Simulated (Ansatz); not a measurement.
Field gradients of SrTiO₃ from run to run

Cell of run 1: a COD entry, taken as it stands.

Space group I4/mcm (No. 140); a = 5.5110, c = 7.7960 Å.

```csv
site,Wyckoff,site symmetry,x,y,z
Sr,4b,-42m,0.0000,0.5000,0.2500
Ti,4c,4/m..,0.0000,0.0000,0.0000
O5,4a,422,0.0000,0.0000,0.2500
O7,8h,m.2m,0.2451,0.7451,0.0000
```

One atom of each set is listed; the run and its k-mesh use a cell of 10 atoms with edges of 5.51, 5.51, 5.51 Å.

Relaxed positions (PBE, cell held):

Sr (0.0000, 0.5000, 0.2500)
Ti (0.0000, 0.0000, 0.0000)
O5 (0.0000, 0.0000, 0.2500)
O7 (0.2283, 0.7283, 0.0000)

All runs are DFT with Ansatz 0.2.0 (plane waves and PAW, scalar-relativistic unless spin–orbit coupling is named, Γ-centred meshes, Fermi–Dirac smearing where given) in this cell.

Run 1: PBE, atoms as given; 420 eV, 8×8×8 k-points, smearing 0.02 eV.
Run 2: PBE, atoms relaxed; 420 eV, 8×8×8 k-points, smearing 0.02 eV.
Run 3: r2SCAN, at the relaxed atoms; 500 eV, 8×8×8 k-points, smearing 0.02 eV.
Run 4: PBE with spin–orbit coupling, at the relaxed atoms; 420 eV, 8×8×8 k-points, smearing 0.02 eV.
Run 5: LDA, at the relaxed atoms; 420 eV, 8×8×8 k-points, smearing 0.02 eV.
Run 6: PBEsol, at the relaxed atoms; 420 eV, 8×8×8 k-points, smearing 0.02 eV.

(1) What does each run give, and what moves the gradients most?

Answers

(1) 

```json
{"run": "1", "Sr V_zz (η)": "-0.071 (0.00)", "Ti V_zz (η)": "0.012 (0.00)", "O5 V_zz (η)": "1.24 (0.00)", "O7 V_zz (η)": "1.25 (0.01)"}
{"run": "2", "Sr V_zz (η)": "-1.43 (0.00)", "Ti V_zz (η)": "-0.31 (0.00)", "O5 V_zz (η)": "1.21 (0.00)", "O7 V_zz (η)": "1.45 (0.03)"}
{"run": "3", "Sr V_zz (η)": "-1.49 (0.00)", "Ti V_zz (η)": "-0.31 (0.00)", "O5 V_zz (η)": "1.51 (0.00)", "O7 V_zz (η)": "1.74 (0.04)"}
{"run": "4", "Sr V_zz (η)": "-1.43 (0.00)", "Ti V_zz (η)": "-0.31 (0.00)", "O5 V_zz (η)": "1.21 (0.00)", "O7 V_zz (η)": "1.45 (0.03)"}
{"run": "5", "Sr V_zz (η)": "-1.45 (0.00)", "Ti V_zz (η)": "-0.32 (0.00)", "O5 V_zz (η)": "0.87 (0.00)", "O7 V_zz (η)": "1.11 (0.04)"}
{"run": "6", "Sr V_zz (η)": "-1.42 (0.00)", "Ti V_zz (η)": "-0.31 (0.00)", "O5 V_zz (η)": "1.01 (0.00)", "O7 V_zz (η)": "1.25 (0.04)"}
```

V_zz in 10²¹ V/m². Against run 1, the gradient tensors on these sites move by at most 1.36 in run 2 (Sr), 1.41 in run 3 (Sr), 1.36 in run 4 (Sr), 1.38 in run 5 (Sr), 1.35 in run 6 (Sr). Taken one at a time, the positions of the atoms (as given or relaxed) move the tensors on these sites by up to 1.36 (largest principal value of the change, on Sr), the functional (between the two that differ most) by 0.64 (O5), spin–orbit coupling by 0.00.

The cell isn't the equilibrium one in runs 1, 2, 4, 5 (calculated pressure 5, 5, 5, -7 GPa), and the entry's cell may itself be off. Run 1: The values hang on the deposited positions: relaxing the atoms moves V_zz on Sr from -0.071 to -1.43, on Ti from 0.012 to -0.31.
